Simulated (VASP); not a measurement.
# SiC (F-43m) in VASP: a series of runs

Runs on SiC. Level: PBE. Tasks: band structure, Born charges and dielectric tensor.

Everything below comes from runs of VASP 6.6.1. Logs are shortened: lines on timing, memory, paths and dates and some standing lists are left out, and cuts for length are marked.

**Measured values to compare with.**

From “Insight into the structural, elastic and electronic properties of a new orthorhombic 6O-SiC polytype”, 2020, pmc:7200658, for a bulk crystal of SiC: band gap 2.4 eV (indirect).

“Infrared properties of SiC particles”, 1999, arxiv:astro-ph/9903031 quotes, for a bulk crystal of SiC: high-frequency dielectric constant 6.49.

The results are compared with them further down.

## 1. The structure

It takes space group F-43m (No. 216, cubic). The conventional cell has a = 4.378 Å, b = 4.378 Å, c = 4.378 Å, α = 90.00°, β = 90.00°, γ = 90.00°. Around Si (site symmetry -43m) lie 4 C at 1.90 Å. C (site symmetry -43m) is surrounded by 4 Si at 1.90 Å.

## 2. Band structure, PBE

The input, INCAR:

```
  PREC = Accurate
  ENCUT = 700
  EDIFF = 1E-7
  ISMEAR = 0
  SIGMA = 0.02
  LREAL = False
  LASPH = True
  NELM = 100
  ALGO = Normal
  ISIF = 2
  LWAVE = False
  LCHARG = False
  GGA = PE
  NBANDS = 11
```

The input, KPOINTS:

```
Automatic mesh
0
Gamma
  12 12 12
```

The input, POSCAR:

```
SiC                                     
1.0
    0.0000000000      2.1890418492      2.1890418492
    2.1890418492      0.0000000000      2.1890418492
    2.1890418492      2.1890418492      0.0000000000
  Si              C             
     1     1
Direct
     0.0000000000000000    0.0000000000000000    0.0000000000000000
     0.2500000000000000    0.2500000000000000    0.2500000000000000
```

The input, KPOINTS_OPT:

```
path GXWKGLUWLK,UX
15
line-mode
reciprocal
 0.0000000000  0.0000000000  0.0000000000  G
 0.5000000000  0.0000000000  0.5000000000  X

 0.5000000000  0.0000000000  0.5000000000  X
 0.5000000000  0.2500000000  0.7500000000  W

 0.5000000000  0.2500000000  0.7500000000  W
 0.3750000000  0.3750000000  0.7500000000  K

 0.3750000000  0.3750000000  0.7500000000  K
 0.0000000000  0.0000000000  0.0000000000  G

 0.0000000000  0.0000000000  0.0000000000  G
 0.5000000000  0.5000000000  0.5000000000  L

 0.5000000000  0.5000000000  0.5000000000  L
 0.6250000000  0.2500000000  0.6250000000  U

 0.6250000000  0.2500000000  0.6250000000  U
 0.5000000000  0.2500000000  0.7500000000  W

 0.5000000000  0.2500000000  0.7500000000  W
 0.5000000000  0.5000000000  0.5000000000  L

 0.5000000000  0.5000000000  0.5000000000  L
 0.3750000000  0.3750000000  0.7500000000  K

 0.6250000000  0.2500000000  0.6250000000  U
 0.5000000000  0.0000000000  0.5000000000  X
```

Potentials or basis: VASP PAW PBE potentials, release 64 (Si, C).

Launch:

```
$ cat potpaw_PBE.64/Si/POTCAR potpaw_PBE.64/C/POTCAR > POTCAR
$ mpirun -np 1 vasp_std > vasp.out
```

OUTCAR:

```text
PREC = Accurate
   ENCUT = 700
   EDIFF = 1E-7
   ISMEAR = 0
   LREAL = False
   LASPH = True
   NELM = 100
   ISIF = 2
   GGA = PE

 ion  position               nearest neighbor table
   1  0.000  0.000  0.000-   2 1.90   2 1.90   2 1.90   2 1.90
   2  0.250  0.250  0.250-   1 1.90   1 1.90   1 1.90   1 1.90

  LATTYP: Found a face centered cubic cell.
 ALAT       =     4.3780836984

  Lattice vectors:

 A1 = (   0.0000000000,   2.1890418492,   2.1890418492)
 A2 = (   2.1890418492,   0.0000000000,   2.1890418492)
 A3 = (   2.1890418492,   2.1890418492,   0.0000000000)

Analysis of symmetry for initial positions (statically):
=====================================================================
 Subroutine PRICEL returns:
 Original cell was already a primitive cell.

 Routine SETGRP: Setting up the symmetry group for a
 face centered cubic supercell.

 Subroutine GETGRP returns: Found 24 space group operations
 (whereof 24 operations were pure point group operations)
 out of a pool of 48 trial point group operations.

The static configuration has the point symmetry T_d .

Analysis of symmetry for dynamics (positions and initial velocities):
=====================================================================
 Subroutine PRICEL returns:
 Original cell was already a primitive cell.

 Routine SETGRP: Setting up the symmetry group for a
 face centered cubic supercell.

 Subroutine GETGRP returns: Found 24 space group operations
 (whereof 24 operations were pure point group operations)
 out of a pool of 48 trial point group operations.

The dynamic configuration has the point symmetry T_d .

 Subroutine INISYM returns: Found 24 space group operations
 (whereof 24 operations are pure point group operations),
 and found     1 'primitive' translations

----------------------------------------------------------------------------------------

                                     Primitive cell

  volume of cell :      20.9794

  direct lattice vectors                    reciprocal lattice vectors
     0.000000000  2.189041849  2.189041849    -0.228410435  0.228410435  0.228410435
     2.189041849  0.000000000  2.189041849     0.228410435 -0.228410435  0.228410435
     2.189041849  2.189041849  0.000000000     0.228410435  0.228410435 -0.228410435

  length of vectors
     3.095772672  3.095772672  3.095772672     0.395618478  0.395618478  0.395618478

  position of ions in fractional coordinates (direct lattice)
     0.000000000  0.000000000  0.000000000
     0.250000000  0.250000000  0.250000000

  ion indices of the primitive-cell ions
   primitive index   ion index
                 1           1
                 2           2

----------------------------------------------------------------------------------------

 KPOINTS: Automatic mesh

Automatic generation of k-mesh.
 Grid dimensions read from file:
 generate k-points for:   12   12   12

 Generating k-lattice:

  Cartesian coordinates                     Fractional coordinates (reciprocal lattice)
    -0.019034203  0.019034203  0.019034203     0.083333333  0.000000000  0.000000000
     0.019034203 -0.019034203  0.019034203     0.000000000  0.083333333  0.000000000
     0.019034203  0.019034203 -0.019034203     0.000000000  0.000000000  0.083333333

  Length of vectors
     0.032968206  0.032968206  0.032968206

  Shift w.r.t. Gamma in fractional coordinates (k-lattice)
     0.000000000  0.000000000  0.000000000

 Subroutine IBZKPT returns following result:
 ===========================================

 Found     72 irreducible k-points:

 Following reciprocal coordinates:
            Coordinates               Weight
  0.000000  0.000000  0.000000      1.000000
  0.083333  0.000000  0.000000      8.000000
  0.166667  0.000000  0.000000      8.000000
  0.250000  0.000000  0.000000      8.000000
  0.333333  0.000000  0.000000      8.000000
  0.416667  0.000000  0.000000      8.000000
[... 16 lines left out ...]
  0.500000  0.166667  0.000000     24.000000
 -0.416667  0.166667  0.000000     24.000000
 [... further k-points ...]
   k-points           NKPTS =     72   k-points in BZ     NKDIM =     72   number of bands    NBANDS=     11
   number of dos      NEDOS =    301   number of ions     NIONS =      2
   total plane-waves  NPLWV =  21952
   dimension x,y,z NGX =    28 NGY =   28 NGZ =   28
   dimension x,y,z NGXF=    56 NGYF=   56 NGZF=   56
   ions per type =               1   1
   NGX,Y,Z   is equivalent  to a cutoff of  15.04, 15.04, 15.04 a.u.
   NGXF,Y,Z  is equivalent  to a cutoff of  30.07, 30.07, 30.07 a.u.
 SYSTEM =  unknown system
   PREC   = accura    normal or accurate (medium, high low for compatibility)
   ISTART =      0    job   : 0-new  1-cont  2-samecut
   ICHARG =      2    charge: 1-file 2-atom 10-const
   ISPIN  =      1    spin polarized calculation?
   LNONCOLLINEAR =      F non collinear calculations
   LSORBIT =      F    spin-orbit coupling
   LASPH  =      T    aspherical Exc in radial PAW
   ENCUT  =  700.0 eV  51.45 Ry    7.17 a.u.   6.68  6.68  6.68*2*pi/ulx,y,z
   NELM   =    100;   NELMIN=  2; NELMDL= -5     # of ELM steps
   EDIFF  = 0.1E-06   stopping-criterion for ELM
   LREAL  =      F    real-space projection
[... 7 lines left out ...]
   TEBEG  =    0.0;   TEEND  =   0.0 temperature during run
   PSTRESS=    0.0 pullay stress
   NELECT =       8.0000    total number of electrons
   NUPDOWN=      -1.0000    fix difference up-down
   EMIN   =  10.00;   EMAX   =-10.00  energy-range for DOS
   EFERMI =   0.00;   METHOD = LEGACY
   ISMEAR =     0;   SIGMA  =   0.02  broadening in eV -4-tet -1-fermi 0-gaus
   EFERMI_NEDOS =   21; number of points for ismear=-14 and -15
   IALGO  =     38    algorithm
   IMIX   =      4    mixing-type and parameters
     AMIX     =   0.40;   BMIX     =  1.00
     AMIX_MAG =   1.60;   BMIX_MAG =  1.00
  volume/ion in A,a.u.               =      10.49        70.79
  Fermi-wavevector in a.u.,A,eV,Ry     =   1.187155  2.243398 19.175194  1.409337
  Thomas-Fermi vector in A             =   2.323312
   LORBIT       =      0    0 simple, 1 ext, 2 COOP (PROOUT), +10 PAW based schemes
   GGA     = PE    functional components
   LHFCALC =     F    Hartree Fock is set to
   AEXX    =    0.0000 exact exchange contribution
   IVDW    =     0    specifies the selected vdW correction
   LEPSILON=     F    determine dielectric tensor
   LRPA    =     F    only Hartree local field effects (RPA)
 non-spin polarized calculation
 Gauss-broadening in eV      SIGMA  =   0.02
  energy-cutoff  :      700.00
  volume of cell :       20.98
 maximum number of plane-waves:       903
   NGX = 13   NGY = 13   NGZ = 13

 number of electron       8.0000000 magnetization

 Free energy of the ion-electron system (eV)
  ---------------------------------------------------
  ext. energy  EPLUGINS =         0.00000000
  ---------------------------------------------------
  free energy    TOTEN  =       -15.06526337 eV

  energy without entropy =      -15.06526337  energy(sigma->0) =      -15.06526337

 E-fermi :   8.0771     XC(G=0): -11.2959

 val. band max:        7.9508573283   @ k =   0.0000   0.0000   0.0000
 cond. band min:       9.3220558193   @ k =   0.5000   0.5000   0.0000
 fundamental gap:      1.3711984910
 Fermi energy:         8.0770956816

 k-point     1 :       0.0000    0.0000    0.0000
  band No.  band energies     occupation
      1      -7.3433      2.00000
      2       7.9509      2.00000
      3       7.9509      2.00000
      4       7.9509      2.00000
      5      14.0233      0.00000
      6      15.1648      0.00000
      7      15.1648      0.00000
      8      15.1648      0.00000
      9      22.3790      0.00000
     10      22.3790      0.00000
     11      24.2206      0.00000

 k-point     2 :       0.0833    0.0000    0.0000
  band No.  band energies     occupation
      1      -7.2090      2.00000
      2       7.2250      2.00000
      3       7.8562      2.00000
      4       7.8562      2.00000
      5      14.2767      0.00000
      6      15.3059      0.00000
      7      15.3391      0.00000
      8      15.3391      0.00000
      9      21.6441      0.00000
     10      21.6441      0.00000
     11      24.2231      0.00000

 k-point     3 :       0.1667    0.0000    0.0000
  band No.  band energies     occupation
      1      -6.8100      2.00000
      2       5.5901      2.00000
      3       7.6221      2.00000
      4       7.6221      2.00000
      5      14.1698      0.00000
      6      15.6811      0.00000
      7      15.6811      0.00000
      8      16.1767      0.00000
      9      20.8632      0.00000
     10      20.8632      0.00000
     11      23.5097      0.00000

 k-point     4 :       0.2500    0.0000    0.0000
  band No.  band energies     occupation
      1      -6.1614      2.00000
      2       3.6842      2.00000
      3       7.3470      2.00000
      4       7.3470      2.00000
      5      13.8197      0.00000
      6      15.7750      0.00000
      7      15.7750      0.00000
      8      17.1820      0.00000
      9      20.9962      0.00000
     10      20.9962      0.00000
     11      22.9741      0.00000

 k-point     5 :       0.3333    0.0000    0.0000
  band No.  band energies     occupation
      1      -5.3023      2.00000
      2       1.8203      2.00000
      3       7.1103      2.00000
      4       7.1103      2.00000
      5      13.5157      0.00000
      6      15.5264      0.00000
      7      15.5264      0.00000
      8      17.7686      0.00000
      9      22.1343      0.00000
     10      22.1343      0.00000
     11      23.0718      0.00000
[... 211 lines left out ...]
 k-point    21 :       0.3333    0.1667    0.0000
  band No.  band energies     occupation
      1      -5.4386      2.00000
      2       3.1992      2.00000
      3       6.1595      2.00000
      4       6.2235      2.00000
      5      12.8182      0.00000
      6      15.4432      0.00000
      7      16.8273      0.00000
      8      17.5067      0.00000
      9      20.4720      0.00000
     10      23.9734      0.00000
     11      25.6165      0.00000

 k-point    22 :       0.4167    0.1667    0.0000
  band No.  band energies     occupation
      1      -4.5477      2.00000
      2       1.5461      2.00000
      3       5.6456      2.00000
      4       6.1330      2.00000
      5      12.6946      0.00000
      6      15.7647      0.00000
      7      17.1599      0.00000
      8      17.3257      0.00000
      9      21.3069      0.00000
     10      25.1181      0.00000
     11      25.7096      0.00000

 k-point    23 :       0.5000    0.1667    0.0000
  band No.  band energies     occupation
      1      -3.6844      2.00000
      2       0.2440      2.00000
      3       5.1924      2.00000
      4       6.2125      2.00000
      5      12.7504      0.00000
      6      15.6704      0.00000
      7      16.7360      0.00000
      8      18.4690      0.00000
      9      21.7945      0.00000
     10      25.1181      0.00000
     11      26.0024      0.00000

 k-point    24 :      -0.4167    0.1667    0.0000
  band No.  band energies     occupation
      1      -3.5083      2.00000
      2       0.0099      2.00000
      3       4.8833      2.00000
      4       6.4487      2.00000
      5      13.0525      0.00000
      6      15.5768      0.00000
      7      16.4230      0.00000
      8      18.9993      0.00000
      9      22.5104      0.00000
     10      23.2351      0.00000
     11      25.9620      0.00000

 [... further k-points ...]
[... 5 lines left out ...]
  --------------------------------------------------------------------------------------
  -------------------------------------------------------------------------------------
  Total        0.0007712      0.0007712      0.0007712     -0.0000000      0.0000000      0.0000000
  in kB        0.0588952      0.0588952      0.0588952     -0.0000000      0.0000000      0.0000000
  external PRESSURE =       0.0588952 kB  Pullay stress =       0.0000000 kB

 VOLUME and BASIS-vectors are now :
 -----------------------------------------------------------------------------
  energy-cutoff  :      700.00
  volume of cell :       20.98
      direct lattice vectors                 reciprocal lattice vectors
     0.000000000  2.189041849  2.189041849    -0.228410435  0.228410435  0.228410435
     2.189041849  0.000000000  2.189041849     0.228410435 -0.228410435  0.228410435
     2.189041849  2.189041849  0.000000000     0.228410435  0.228410435 -0.228410435

 POSITION                                       TOTAL-FORCE (eV/Angst)
 -----------------------------------------------------------------------------------
      0.00000      0.00000      0.00000         0.000000      0.000000      0.000000
      1.09452      1.09452      1.09452        -0.000000     -0.000000     -0.000000
 -----------------------------------------------------------------------------------
    total drift:                               -0.000000     -0.000000     -0.000000

  FREE ENERGIE OF THE ION-ELECTRON SYSTEM (eV)
  ---------------------------------------------------
  free  energy   TOTEN  =       -15.0652633699 eV

  energy  without entropy=      -15.0652633699  energy(sigma->0) =      -15.06526337
```

Wall time 55 s (1 thread of Intel Xeon Platinum 8259CL at 2.50GHz (Skylake/Cascade Lake), shared host); peak memory 0.18 GiB.

What came out:

- Free energy: -15.0653 eV
- Pressure: 0.0 GPa
- Band gap on the k mesh: 1.37 eV, indirect (least direct gap 4.53 eV)
- Band gap along the path: 1.37 eV, indirect (least direct gap 4.53 eV)

Levels at the corners of the path, in eV from the valence-band top:
```
point  band 1  band 2  band 3  band 4  band 5  band 6  band 7  band 8  band 9
    Γ  -15.29    0.00    0.00    0.00    6.07    7.21    7.21    7.21   14.43
    X  -10.34   -7.75   -3.16   -3.16    1.37    4.28   13.87   13.87   14.60
    X  -10.34   -7.75   -3.16   -3.16    1.37    4.28   13.87   13.87   14.60
    W  -10.12   -7.00   -4.92   -4.63    5.19    9.31    9.33    9.71   14.07
    W  -10.12   -7.00   -4.92   -4.63    5.19    9.31    9.33    9.71   14.07
    K  -10.35   -7.24   -5.47   -2.57    3.10    7.69   11.73   12.31   12.88
    K  -10.35   -7.24   -5.47   -2.57    3.10    7.69   11.73   12.31   12.88
    Γ  -15.29    0.00    0.00    0.00    6.07    7.21    7.21    7.21   14.43
    Γ  -15.29    0.00    0.00    0.00    6.07    7.21    7.21    7.21   14.43
    L  -11.78   -8.46   -1.05   -1.05    5.31    7.17    7.17    9.98   16.03
    L  -11.78   -8.46   -1.05   -1.05    5.31    7.17    7.17    9.98   16.03
    U  -10.35   -7.24   -5.47   -2.57    3.10    7.69   11.73   12.31   12.88
    U  -10.35   -7.24   -5.47   -2.57    3.10    7.69   11.73   12.31   12.88
    W  -10.12   -7.00   -4.92   -4.63    5.19    9.31    9.33    9.71   14.07
    W  -10.12   -7.00   -4.92   -4.63    5.19    9.31    9.33    9.71   14.07
    L  -11.78   -8.46   -1.05   -1.05    5.31    7.17    7.17    9.98   16.03
    L  -11.78   -8.46   -1.05   -1.05    5.31    7.17    7.17    9.98   16.03
    K  -10.35   -7.24   -5.47   -2.57    3.10    7.69   11.73   12.31   12.88
    U  -10.35   -7.24   -5.47   -2.57    3.10    7.69   11.73   12.31   12.88
    X  -10.34   -7.75   -3.16   -3.16    1.37    4.28   13.87   13.87   14.60
```

(Continued in part 2 of 2.)
